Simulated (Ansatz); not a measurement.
Zone-centre phonons of ZrN at 7 GPa: input and output

Method: DFT PBE, scalar-relativistic, plane waves, PAW (Ansatz).

Launched with:
```bash
ansatz run input.yaml --threads 1 --pin off --max-ram 3072MiB --backend cpu --events-out ev --progress --plain --runs-dir out
```

Input (bare energies are in eV):
```yaml
crystal:
  lattice:
    - [0.0, 2.2775803261, 2.2775803261]
    - [2.2775803261, 0.0, 2.2775803261]
    - [2.2775803261, 2.2775803261, 0.0]
  atoms:
    - { symbol: Zr, position: [0.0, 0.0, 0.0] }
    - { symbol: "N", position: [0.5, 0.5, 0.5] }
basis:
  ecutwfc: 420
kpoints:
  mp_grid: { grid: [16, 16, 16] }
hamiltonian:
  xc: pbe
scf:
  occupations: { method: fermi_dirac, width: 0.15 }
output:
  eigenvalues: true
phonons:
  method: dfpt
  eigenvectors: true
```

Results section of the output:
```
--- Phonons (Γ-DFPT): 2 representative perturbations + reference, on 349 of 4096 k-points (Σ response iterations 6) ---
  k mesh reduced under 8 symmetry operations, with k and −k counted as one. Each operation leaves every solved perturbation unchanged. A smaller set is not used because it would not reduce the number of displacements ...
  ASR residual: 3.508e-4 → 0.000e0 eV/Å²; symmetrization residual: 1.451e-6 eV/Å²
  ASR residual per site (eV/Å²): 3.51e-4 8.67e-5
  Γ frequencies (cm⁻¹): 0.00 0.00 0.00 500.48 500.48 500.48
  non-analytic LO–TO correction: not included (Born effective charges unavailable; polar crystals: no LO–TO splitting at Γ)
```

It took 27 s on 1 thread of Intel(R) Xeon(R) Processor @ 2.70GHz (shared host), peak memory 0.67 GiB.

In a metal, frequencies and elastic constants depend on the k mesh and the smearing, soft modes and shear constants most.